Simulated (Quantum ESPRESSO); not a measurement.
HfB2 in Quantum ESPRESSO: convergence with k mesh

The system is HfB2.

```xyz
3
Lattice="3.1400 0.0000 0.0000 -1.5700 2.7193 0.0000 0.0000 0.0000 3.4800" Properties=species:S:1:pos:R:3 pbc="T T T"
Hf    0.0000    0.0000    0.0000
B     1.5700    0.9064    1.7400
B     0.0000    1.8129    1.7400
```

| Property | Result |
| --- | --- |
| Program | Quantum ESPRESSO 7.5 |
| Task | single point |
| Functional | PBE |
| Potentials or basis | PseudoDojo 0.4.1 SR PBE standard |
| Cutoff | 1034 eV |
| Density cutoff | 4136 eV |
| k mesh | 2 × 2 × 1 |
| Occupations | fermi-dirac, width 0.1 eV |
| Spin | no spin polarisation |

These are the settings of the first run; the series varies k mesh, with any setting tied to it.

Hardware: 1 thread of Arm Neoverse V2, with other jobs on the host.

Problem. The values tried are 2 × 2 × 1, 3 × 3 × 2, 4 × 4 × 4, 6 × 6 × 5, 8 × 8 × 6, 9 × 9 × 7, 10 × 10 × 8, 12 × 12 × 10, 14 × 14 × 11, loosest first. From which on does the pressure stay within 0.1 GPa of the tightest run that finished?

Solution. From 8 × 8 × 6 on.

```tsv
k mesh	energy less the tightest run, at zero smearing (meV/atom)	pressure (GPa)	gap on the mesh (eV)	SCF cycles	CPU time (s)	peak memory (GiB)
2 × 2 × 1	196.58	-10.71	4.791	9	1.6	0.05
3 × 3 × 2	-17.19	0.81	0.000	8	3.3	0.05
4 × 4 × 4	8.45	1.70	0.000	8	5.8	0.05
6 × 6 × 5	16.67	1.92	0.000	9	11	0.06
8 × 8 × 6	0.79	1.69	0.000	8	18	0.07
9 × 9 × 7	3.90	1.76	0.000	8	22	0.07
10 × 10 × 8	0.65	1.71	0.000	9	35	0.08
12 × 12 × 10	-0.80	1.68	0.000	9	57	0.11
14 × 14 × 11	0.00	1.69	0.000	8	64	0.12
```

Against the tightest run, the energy stays within 1 meV/atom from 10 × 10 × 8 on; the gap on the mesh stays within 0.01 eV from 3 × 3 × 2 on. Meshes of other sizes hit other points, so gaps and Fermi surfaces needn't settle smoothly. The tightest run that finished is the yardstick and may itself not be fully converged.

The run has no spin-orbit coupling, so splittings on Hf are missing.
